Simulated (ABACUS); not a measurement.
As in ABACUS: the effect of exact exchange share

The system is As.

```
CELL_PARAMETERS angstrom
1.88080 1.08588 3.51406
-1.88080 1.08588 3.51406
0.00000 -2.17176 3.51406
ATOMIC_POSITIONS crystal
As 0.22600 0.22600 0.22600
As 0.77400 0.77400 0.77400
```

Alike in all runs:

| Quantity | Value |
| --- | --- |
| Program | ABACUS 3.10.1 |
| Task | single point |
| Potentials or basis | PseudoDojo NC SR 0.4.1 PBE standard |
| Cutoff | 1361 eV |
| Density cutoff | 5442 eV |
| Basis | DZP LCAO (the cutoffs set its grid) |
| k mesh | 4 × 4 × 4 |
| Occupations | fermi-dirac, width 0.05 eV |
| Spin | no spin polarisation |

| exact exchange share | functional | gap on the mesh (eV) |
| --- | --- | --- |
| 0.1 | PBE0-type (share 0.1) | ? |
| 0.25 | PBE0-type (share 0.25) | 1.00 |
| 0.4 | PBE0-type (share 0.4) | 1.43 |

**Question.** What does the run with exact exchange share 0.1 give?

**Answer.** gap on the mesh 0.39 eV.

Caveats: all runs use coarse meshes; the atomic orbitals were generated for these runs and aren't a published set; the hybrid runs on potentials with a model core; gaps of hybrids in this basis differ from plane-wave ones by up to 0.1 eV; the basis of atomic orbitals isn't converged, which shifts pressures, moduli and gaps.

A k mesh can miss the band edges.

Runs at the PBE level aren't shown here.
